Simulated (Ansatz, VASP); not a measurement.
**ScHO2: VASP beside Ansatz**

INCAR

```
PREC = Accurate ; ENCUT = 520
EDIFF = 1E-7 ; ISMEAR = 0
SIGMA = 0.05 ; LREAL = False
LASPH = True ; NELM = 80
ALGO = Normal ; ISIF = 2
LWAVE = False ; LCHARG = False
GGA = PS ; NBANDS = 20
```

The input KPOINTS:

```
Automatic mesh
0
Gamma
  9 9 9
```

POSCAR

```
ScHO2
1.0
    1.6387368511      0.9461251621      4.4092793502
   -1.6387368511      0.9461251621      4.4092793502
    0.0000000000     -1.8922503242      4.4092793502
Sc H O
1 1 2
Direct
    0.0000000000      0.0000000000      0.0000000000
    0.5000000000      0.5000000000      0.5000000000
    0.5897010000      0.5897010000      0.5897010000
    0.4102990000      0.4102990000      0.4102990000
```

Input for Ansatz:

```yaml
crystal:
  lattice:
    - [1.6387368511, 0.9461251621, 4.4092793502]
    - [-1.6387368511, 0.9461251621, 4.4092793502]
    - [0.0, -1.8922503242, 4.4092793502]
  atoms:
    - { symbol: Sc, position: [0.0, 0.0, 0.0] }
    - { symbol: H, position: [0.5, 0.5, 0.5] }
    - { symbol: O, position: [0.589701, 0.589701, 0.589701] }
    - { symbol: O, position: [0.410299, 0.410299, 0.410299] }
basis:
  ecutwfc: 420
kpoints:
  mp_grid: { grid: [9, 9, 9] }
hamiltonian:
  xc: pbesol
scf:
  occupations: { method: gaussian, width: 0.05 }
output:
  forces: true
  stress: true
  eigenvalues: true
```

Alike in both runs: task single point; functional PBEsol; k mesh 9 × 9 × 9; occupations gaussian, width 0.05 eV; no spin polarisation.

|  | VASP | Ansatz |
| --- | --- | --- |
| version | VASP 6.6.1 | Ansatz 0.2.0 |
| potentials or method | VASP PAW PBE potentials, release 64 (Sc_sv, H, O) | scalar-relativistic, plane waves, PAW |
| plane-wave cutoff (eV) | 520 | 420 |
| valence electrons in the cell | 24 | 24 |

|  | VASP | Ansatz | Ansatz less VASP |
| --- | --- | --- | --- |
| gap on the k mesh at the Fermi level (eV) | 3.83 | 3.86 | +0.021 |
| least direct gap on the mesh (eV) | 4.17 | 4.19 | +0.021 |
| pressure (GPa) | -3.7 | -4.4 | -0.66 |
| largest component of the traceless stress (GPa) | 8.65 | 8.67 | +0.026 |
| rms of the force components (eV/Å) | 0.328 | 0.344 | +0.0158 |

Atom by atom the forces differ by 0.016 eV/Å (rms over components).

Caveats: the PAW data sets were made with another functional, which shifts forces and pressure a little (VASP); an odd mesh through Γ misses points on the zone boundary, where band edges often lie. PBEsol gaps usually lie below the measured ones, often by a third to a half.
